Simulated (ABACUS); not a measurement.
Runs of ABACUS 3.10.1 on La. It takes space group Im-3m (No. 229, cubic). Conventional cell: a = 4.248 Å, b = 4.248 Å, c = 4.248 Å, α = 90.00°, β = 90.00°, γ = 90.00°. Around La (site symmetry m-3m) lie 8 La at 3.68 Å. This isn't the form of La at room conditions, which is double hcp.

```csv
task,level,potentials or basis,cell,k mesh,cutoff (eV),orbital files,max steps of the relaxation,force threshold,optimiser,stress threshold,gap on the mesh (eV),pressure (GPa),relaxed volume (Å³/atom)
relaxation of cell and atoms,PBE,"PseudoDojo NC SR 0.5 PBE standard, DZP LCAO (the cutoffs set its grid)",relaxed,8 × 8 × 8,1510,La La_confined-atom_8au_3s2p2d1f.orb,60,0.02 eV/Å,cg,0.5 kbar,-,0.0,37.70
relaxation of cell and atoms,M06-L,"SG15 ONCV 1.2 PBE, plane waves",relaxed,6 × 6 × 6,1742,-,60,0.01 eV/Å,cg,1 kbar,none,0.0,40.01
single point,PBE,"PseudoDojo NC SR 0.5 PBE standard, DZP LCAO (the cutoffs set its grid)",as given,8 × 8 × 8,1510,La La_confined-atom_8au_3s2p2d1f.orb,-,-,-,-,none,(a),-
single point,M06-L,"SG15 ONCV 1.2 PBE, plane waves",as given,6 × 6 × 6,1742,-,-,-,-,-,none,1.4,-
```

Alike in all rows: no spin polarisation; smearing fermi-dirac 0.05 eV.

Q: Fill in the values left out.

A: (a) -0.5.

Caveats: the atomic orbitals were generated for these runs and aren't a published set (some runs); the basis of atomic orbitals isn't converged, which shifts pressures, moduli and gaps (some runs); the potentials were made for another functional, which shifts forces and pressure (some runs).

A k mesh can miss the band edges, and the runs leave out spin-orbit coupling on La.

A gap of «none» marks a metal or a gap under the smearing width.
